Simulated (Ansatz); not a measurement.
Si2Ni: symmetry broken, then relaxed

These are results of Ansatz, DFT PBEsol, scalar-relativistic, plane waves, PAW, not measurements. Settings: plane waves to 420 eV, k-mesh 12×12×12 (Γ-centred), Gaussian smearing 0.15 eV. No spin polarisation. A magnetic state may lie lower. Energies are free energies at this smearing, counted from the undisturbed cell; pressure is positive in compression.

Zero of the scan (relaxed at this level):

```yaml
crystal:
  lattice:
    - [0.00000, 2.69570, 2.69570]
    - [2.69570, 0.00000, 2.69570]
    - [2.69570, 2.69570, 0.00000]
  atoms:
    - { symbol: Si, position: [0.25000, 0.25000, 0.25000] }
    - { symbol: Si, position: [0.75000, 0.75000, 0.75000] }
    - { symbol: Ni, position: [0.00000, 0.00000, 0.00000] }
```

The atoms are displaced (Å, in the unstrained cell):

| atom | ux | uy | uz |
| --- | --- | --- | --- |
| Si1 | 0.001 | 0.008 | 0.009 |
| Si2 | -0.005 | -0.008 | -0.004 |
| Ni3 | 0.004 | 0.001 | -0.005 |

The cell is strained by (0.0405, -0.0150, -0.0255, -0.0723, -0.0404, -0.0228) (xx, yy, zz, yz, xz, xy; engineering shear). Cell and atoms are then relaxed.

Question: Does the relaxation return to the undisturbed structure?

Answer: Yes (up to a choice of domain or origin): same space group and volume, and an energy 0.0 meV/atom from it. The disturbance itself cost 45.0 meV/atom. The final space group reads Fm-3m (tolerance 0.05 Å) and the volume changes by -0.16 %.

Final structure:

```
CELL_PARAMETERS angstrom
-0.00008 2.69405 2.69382
2.69479 -0.00009 2.69384
2.69479 2.69407 -0.00007
ATOMIC_POSITIONS crystal
Si 0.25000 0.25000 0.25001
Si 0.75000 0.74999 0.75000
Ni 0.00000 0.00000 0.00000
```

The relaxation, step by step (energy from the first step; small jumps at an unchanged geometry come where the plane waves are selected anew for the new cell):

| step | ΔE (meV/atom) | largest force component (eV/Å) | pressure (GPa) |
| --- | --- | --- | --- |
| 1 | 0.0 | 0.540 | 1.54 |
| 2 | -33.4 | 0.325 | 0.31 |
| 3 | -43.9 | 0.074 | 0.80 |
| 4 | -44.6 | 0.002 | 0.06 |
| 5 | -45.0 | 0.001 | 0.11 |
| 6 | -45.0 | 0.000 | 0.01 |
| 7 | -45.0 | 0.000 | 0.01 |

Cost: 3 runs of about 2.1 core-minutes in all, on AMD EPYC 9R45 (Zen 5) (shared hosts).